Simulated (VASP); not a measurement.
CuO (Tenorite):

```
Cu O
1.0
     2.34465   -1.71340    0.00000
     2.34465    1.71340    0.00000
    -0.86055    0.00000    5.05944
Cu O
2 2
Direct
  0.49680 0.00320 0.50000
  0.00320 0.49680 0.00000
  0.40560 0.57140 0.75370
  0.57140 0.40560 0.25370
```

* Program: VASP 6.6.1
* Task: relaxation of cell and atoms
* Functional: r2SCAN
* Potentials or basis: VASP PAW PBE potentials, release 64 (Cu, O)
* Cutoff: 600 eV
* k mesh: 8 × 8 × 4
* Occupations: fermi-dirac, width 0.05 eV
* Spin: no spin polarisation

At the start: pressure -0.5 GPa; volume 10.16 Å³/atom.

Q: How do energy, volume and symmetry change on relaxing?

A: Over 43 steps the energy falls by 37.5 meV/atom and the volume is 10.76 Å³/atom (+5.8 %); space group Cccm (No. 66, to 0.05 Å).

Step by step:
| step | energy change (eV) | largest force (eV/Å) | pressure (GPa) | volume (Å³) |
| --- | --- | --- | --- | --- |
| 1 | 0.0000 | 0.7633 | -0.54 | 40.65 |
| 3 | -0.0524 | 0.1627 | 0.07 | 40.46 |
| 5 | -0.0671 | 0.0472 | 2.03 | 40.52 |
| 7 | -0.0703 | 0.0857 | 3.48 | 40.56 |
| 9 | -0.0756 | 0.0902 | 2.94 | 40.78 |
| 11 | -0.0920 | 0.1209 | 0.89 | 41.77 |
| 13 | -0.0959 | 0.1550 | -0.54 | 42.48 |
| 15 | -0.1175 | 0.0845 | -1.51 | 42.92 |
| 17 | -0.1344 | 0.2445 | -1.59 | 43.27 |
| 19 | -0.1438 | 0.1493 | 0.32 | 42.88 |
| 21 | -0.1459 | 0.1098 | 0.02 | 42.94 |
| 23 | -0.1471 | 0.0141 | -0.07 | 42.97 |
| 25 | -0.1477 | 0.0361 | 0.49 | 42.90 |
| 27 | -0.1480 | 0.0394 | 0.23 | 42.96 |
| 29 | -0.1483 | 0.0495 | -0.26 | 43.08 |
| 31 | -0.1490 | 0.0404 | -0.10 | 43.06 |
| 33 | -0.1493 | 0.0608 | -0.01 | 43.04 |
| 35 | -0.1498 | 0.0104 | -0.08 | 43.01 |
| 37 | -0.1498 | 0.0088 | 0.22 | 42.97 |
| 39 | -0.1498 | 0.0068 | -0.01 | 42.99 |
| 41 | -0.1498 | 0.0073 | -0.06 | 43.01 |
| 43 | -0.1498 | 0.0037 | 0.01 | 43.02 |

Final structure:
```yaml
crystal:
  lattice:
    - [2.09629, -1.98914, 0.16058]
    - [2.09629, 1.98914, 0.16058]
    - [-0.41434, 0.00000, 5.12712]
  atoms:
    - { symbol: Cu, position: [0.49404, 0.99420, 0.50187] }
    - { symbol: Cu, position: [0.99420, 0.49404, 0.00187] }
    - { symbol: O, position: [0.49307, 0.49570, 0.75183] }
    - { symbol: O, position: [0.49570, 0.49307, 0.25183] }
```

Caveat: the PAW data sets were made with another functional, which shifts forces and pressure a little; the run has no spin polarisation, though such a crystal can be magnetic.
